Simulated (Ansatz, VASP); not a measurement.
# Cross-check of GaSb between VASP and Ansatz, part 2 of 2

One calculation is typed for both programs; each brings its own data sets. How far apart do they land? The cell is taken from a series of runs on this material, whose earlier steps may have relaxed, scaled, displaced or heated it; both programs get it as it stands.

VASP 6.6.1 and Ansatz 0.2.0.

So far: Starting point; VASP: zone-centre phonons, PBEsol.

## 3. Ansatz: zone-centre phonons, PBEsol

Level of this step: Ansatz beside VASP: Kohn-Sham DFT, plane waves, PBEsol (Ansatz).

Ansatz runs on its PAW soft_1 files.

The same cell, functional, mesh and smearing now go to Ansatz, which takes its cutoff from its data sets.

The input, input.yaml:

```yaml
crystal:
  lattice:
    - [0.060803909, 3.0554568565, 3.0554568565]
    - [3.0554568565, 0.060803909, 3.0554568565]
    - [3.0554568565, 3.0554568565, 0.060803909]
  atoms:
    - { symbol: Ga, position: [-0.0015013658, -0.0015013658, -0.0015013658] }
    - { symbol: Sb, position: [0.7515013658, 0.7515013658, 0.7515013658] }
kpoints:
  mp_grid: { grid: [12, 12, 12] }
hamiltonian:
  xc: pbesol
  pseudopotentials: { kind: paw, azcp: { folder: soft_1 }, xc_functional: pbe }
scf:
  occupations: { method: methfessel_paxton, width: 0.2 }
output:
  eigenvalues: true
phonons:
  method: dfpt
```

Command:

```bash
$ ansatz run input.yaml --threads 4 --pin off --max-ram 10240MiB --backend cpu --events-out ev --progress --plain --runs-dir out
```

Numbers of over 12 decimals in the logs are rounded to 6 here.

The program printed:

```text
Engine: ansatz 0.2.0, aarch64-unknown-linux-gnu
Pseudopotentials: kind: paw
Pseudopotential: Ga, paw, valence charge 13, recommended cutoff 420 eV (normal), soft_1/Ga.paw.azcp
Pseudopotential: Sb, paw, valence charge 15, recommended cutoff 420 eV (normal), soft_1/Sb.paw.azcp
Functional definition: PBEsol
  exchange = pbesol_x
  correlation = pbesol_c
Crystal: 2 atoms, lattice volume = 55.348 Å³
Basis set: ecut = 420 eV, 1079 PW (Γ), exchange–correlation on 60×60×60 points (8 copies of the dense FFT grid, shifted against one another)
Bands: 18, of which v1, the nominal top of the filled ones, is band 14 counted from 1 (13 counted from 0)
Symmetry: 6 space group operations
k-points: 476 of 1728 (irreducible under 2 space group operations, time reversal used)
Non-local potential: Ga, projectors of the file, l = 0: 2, l = 1: 2, l = 2: 3, l = 3: 1
Non-local potential: Sb, projectors of the file, l = 0: 2, l = 1: 2, l = 2: 2, l = 3: 1
PAW form: soft (Blöchl's): semilocal exchange-correlation on the pseudo side does not see the compensation charge
PAW frozen core: Ga, regenerated for the run's functional, and the local potential with it (the file was generated under x = pbe(κ = 0.804, μ = 0.219515), c = pbe(β = 0.066725))
PAW frozen core: Sb, regenerated for the run's functional, and the local potential with it (the file was generated under x = pbe(κ = 0.804, μ = 0.219515), c = pbe(β = 0.066725))
PAW one-centre angular grid: Ga, 590 points (default); XC on 64 Gauss nodes
PAW one-centre angular grid: Sb, 590 points (default); XC on 64 Gauss nodes
Initial density: superposition of atomic densities (chi_scale 0.1, normalization cell, long waves kept (reshape's long-wave potential 0.00 eV rms))
Initial wavefunctions: pseudopotential atomic-orbital guess
Functional: x = pbesol(κ = 0.804, μ = 0.123457), c = pbesol(β = 0.046)
SCF iter   1: F=—  HF=-10151.684845 eV  |F-HF|=—  |Δ(HF+E_count)|=         —  Δρ=3.25e-2  dr2=4.22e-1  ethr=3.10e-3  ⟨swp⟩=5.6  Hψ=44365  notcnv=0
preconditioner: auto → Kerker (q_TF=auto, 2.435 Å⁻¹)  [metal: Δε(μ)=0.069 eV  Ē_g=14.857 eV  σ=0.200 eV  W_gap=0.29  n_scr=14 (ndim 8)  ℏωp=21.2 eV  f_vac=0.004  D(μ)=0.02/eV (n_scr^D=0)]
SCF iter   2: F=—  HF=-10151.641066 eV  |F-HF|=—  |Δ(HF+E_count)|=   4.38e-2  S|Δr|=    0.00e0  Δρ=2.04e-2  dr2=1.97e-1  ethr=1.51e-3  ⟨swp⟩=1.0  Hψ=12380  notcnv=0
SCF iter   3: F=—  HF=-10151.597822 eV  |F-HF|=—  |Δ(HF+E_count)|=   4.32e-2  S|Δr|=    0.00e0  Δρ=3.37e-3  dr2=1.40e-2  ethr=7.04e-4  ⟨swp⟩=1.8  Hψ=10465  notcnv=0
SCF iter   4: F=—  HF=-10151.598807 eV  |F-HF|=—  |Δ(HF+E_count)|=   9.85e-4  S|Δr|=    0.00e0  Δρ=1.49e-3  dr2=2.64e-3  ethr=5.02e-5  ⟨swp⟩=2.0  Hψ=12001  notcnv=0
SCF iter   5: F=—  HF=-10151.599323 eV  |F-HF|=—  |Δ(HF+E_count)|=   5.16e-4  S|Δr|=    0.00e0  Δρ=1.36e-3  dr2=7.87e-4  ethr=9.44e-6  ⟨swp⟩=2.0  Hψ=12853  notcnv=0
SCF iter   6: F=—  HF=-10151.598965 eV  |F-HF|=—  |Δ(HF+E_count)|=   3.58e-4  S|Δr|=    0.00e0  Δρ=2.49e-4  dr2=2.52e-5  ethr=2.81e-6  ⟨swp⟩=2.0  Hψ=12853  notcnv=0
SCF iter   7: F=—  HF=-10151.599036 eV  |F-HF|=—  |Δ(HF+E_count)|=   7.05e-5  S|Δr|=    0.00e0  Δρ=6.79e-5  dr2=2.03e-6  ethr=9.01e-8  ⟨swp⟩=2.0  Hψ=12867  notcnv=0
SCF iter   8: F=—  HF=-10151.599039 eV  |F-HF|=—  |Δ(HF+E_count)|=   3.87e-6  S|Δr|=    0.00e0  Δρ=1.35e-5  dr2=1.11e-7  ethr=7.26e-9  ⟨swp⟩=2.5  Hψ=12814  notcnv=0
SCF iter   9: F=—  HF=-10151.599040 eV  |F-HF|=—  |Δ(HF+E_count)|=   1.64e-7  S|Δr|=    0.00e0  Δρ=5.73e-6  dr2=3.46e-8  ethr=3.98e-10  ⟨swp⟩=2.0  Hψ=12808  notcnv=0
SCF iter  10: F=—  HF=-10151.599040 eV  |F-HF|=—  |Δ(HF+E_count)|=   4.47e-8  S|Δr|=    0.00e0  Δρ=1.91e-6  dr2=4.28e-9  ethr=1.24e-10  ⟨swp⟩=2.0  Hψ=10415  notcnv=0
SCF iter  11: F=—  HF=-10151.599040 eV  |F-HF|=—  |Δ(HF+E_count)|=   2.76e-9  S|Δr|=    0.00e0  Δρ=6.70e-7  dr2=3.80e-10  ethr=1.53e-11  ⟨swp⟩=2.0  Hψ=10631  notcnv=0
SCF iter  12: F=—  HF=-10151.599040 eV  |F-HF|=—  |Δ(HF+E_count)|=  2.98e-10  S|Δr|=    0.00e0  Δρ=2.02e-7  dr2=2.16e-11  ethr=1.36e-12  ⟨swp⟩=2.0  Hψ=14948  notcnv=0
SCF iter  13: F=-10151.599040 eV  HF=-10151.599040 eV  |F-HF|=3.64e-12  |Δ(HF+E_count)|=  7.28e-12  S|Δr|=    0.00e0  Δρ=6.83e-8  dr2=4.20e-12  ethr=1.00e-12  ⟨swp⟩=6.0  Hψ=37352  notcnv=0
SCF 1 converged in 13 iterations: F = -10151.599040 eV  dr2 = 4.20e-12
  greatest PAW one-centre occupation: 0.996 electrons in one spin orbital (limit 2), on the Sb atom at site 1 (counted from 0), in its partial waves of l = 2
DFPT response loops at Γ: preconditioner auto → Kerker (q_TF=auto, 2.435 Å⁻¹) (partly filled bands, converged f_vac=0.066); β = 1.00, the filter's whole step (`scf.mixing.beta` (0.50) is not read by the response loops under this deck's `scf.mixing.preconditioner`; to damp them name `kerker` or `kerker_dos`, under which they read `scf.mixing.beta`, and type it under 1.00, their step now; both keys bind the ground state too); Broyden in place of MSR1
SCF converged after 13 iterations
Stability not checked: this state was not tested for a lower state beside it, because cold or Methfessel-Paxton smearing, or corrected tetrahedra, fill the levels in a way that the test cannot read (fill_not_monotonic; see scf.lower_state_search)
Free energy (F): -10151.599040 eV
Harris-Foulkes:  -10151.599040 eV  (|F-HF|=3.64e-12)
Internal energy: -10151.599413 eV  (E = F + TS)
E sigma→0 (E₀):  -10151.599133 eV
Entropy (-TS):   0.000373 eV (0.187 meV/atom)
Fermi energy:    8.274586 eV
Step filling:    the computed levels leave a gap of 0.1165 eV = 0.6 smearing widths at the electron count; against every level under it full and every level over it empty, smearing changes F+E_penalty+E_count by +0.152 meV and its σ→0 estimate by +0.059 meV
--- Per-component energies (eV) ---
  E_band       = -250.862470
  E_kinetic    = 276.612203
  E_local      = -3336.081622  (includes V_loc(G=0)·N_el)
  E_nonlocal   = 300.002176
  E_hartree    = 1710.857439
  E_xc         = -160.759314
  E_vxc        = -146.584117  (∫ρ·V_xc dr)
  E_paw        = -6421.083848  (= ΣΔE_a)
  E_vpaw       = -766.525878  (= ΣTr[D̂ρ^β])
  E_aug_tail   = -0.000059  (compensation charges beyond the density's cutoff)
  E_ewald      = -2522.341222
  E_core_change = 1.194834  (= ΣΔE_core)
  E_smearing   = 0.000373  (= −TS)
  E_closure    = -0.000000  (closes the sum)
  Σ components = -10151.599040   (vs F -10151.599040, Δ=0.00e0)
--- Band table (eV; the first three rows and the last of 476) ---
  k-point 0: bands = [... 10 lower, -3.6157, 7.9296, 8.2171, 8.2171, 8.3336, 10.7593, 10.9769, 10.9769]
  k-point 1: bands = [... 10 lower, -3.5397, 6.8984, 7.8522, 8.0774, 9.0820, 10.9548, 11.1572, 11.2470]
  k-point 2: bands = [... 10 lower, -3.3157, 5.4550, 7.5597, 7.7661, 9.1293, 11.3228, 11.5378, 12.2139]
  k-point 475: bands = [... 10 lower, -2.0131, 1.5256, 7.0661, 7.0661, 8.8333, 11.9859, 11.9859, 14.5914]
--- Phonons (Γ-DFPT): 2 representative perturbations + reference, on 476 of 1728 k-points (Σ response iterations 6) ---
  k mesh reduced under 2 symmetry operations, with k and −k counted as one. Each operation leaves every solved perturbation unchanged. A smaller set is not used because it would not reduce the number of displacements times k-points to solve
  ASR residual: 1.759e-5 → 0.000e0 eV/Å²; symmetrization residual: 4.942e-6 eV/Å²
  ASR residual per site (eV/Å²): 1.76e-5 7.69e-6
  Γ frequencies (cm⁻¹): 0.00 0.00 0.00 225.00 229.40 229.40
  non-analytic LO–TO correction: not included (Born effective charges unavailable; polar crystals: no LO–TO splitting at Γ)
```

In the SCF lines HF is the Harris–Foulkes energy and dr2 the Hartree energy of the density residual, in eV; the loop may stop once dr2 is under the threshold and the program's other checks hold. Hψ counts applications of the Hamiltonian.

## 4. Side by side

Known differences besides the potentials themselves: the data sets hold 28 valence electrons in Ansatz (on its PAW soft_1 files) and 18 in VASP; the cutoff is 420 eV in Ansatz and 500 eV in VASP; Ansatz makes its cores anew for this functional, VASP keeps those of its PBE data sets. Total energies have different zeros and are not compared.

The two programs side by side:

| quantity | Ansatz | VASP | difference |
| --- | --- | --- | --- |
| optical mode 1 (cm⁻¹) | 225.0 | 226.3 | -0.56 % |
| optical mode 2 to 3 (cm⁻¹) | 229.4 | 230.6 | -0.51 % |

Modes are paired by rising frequency, not by their patterns, so a pair may set unlike modes beside each other; they are those without the splitting of longitudinal modes.

## 5. Outcome

```yaml
r_m_s_difference_of_the_optical_zone_centre_modes_each_program_s_sorted_by_frequency_zone_centre_phonons_pbesol: 1.2 cm⁻¹
difference_in_optical_mode_1_zone_centre_phonons_pbesol: -0.6 %
```

In words: The r.m.s. difference of the optical zone-centre modes, each program's sorted by frequency is 1.2 cm⁻¹ (zone-centre phonons, PBEsol). The data sets hold unlike numbers of valence electrons (28 in Ansatz and 18 in VASP), so part of the differences comes from the potentials. Among the rows given in per cent, the largest difference of the zone-centre phonons, PBEsol pair is in optical mode 1, -0.6 %. Such differences can come from data sets, numerical settings and the points named under the comparisons, not from the functional's error against experiment.

[Lines on the potential files, build, host, timing and source positions are cut from VASP's logs without a mark.]

[Logs are printed without paths, hosts, clocks, repeated set-up lines and the standing remarks that a program may print on its own settings, such as how far it seeks lower states.]

[Hosts, paths, dates, database ids (printed as entryN), source tags and the programs' standing remarks are cut or masked in the printed files.]
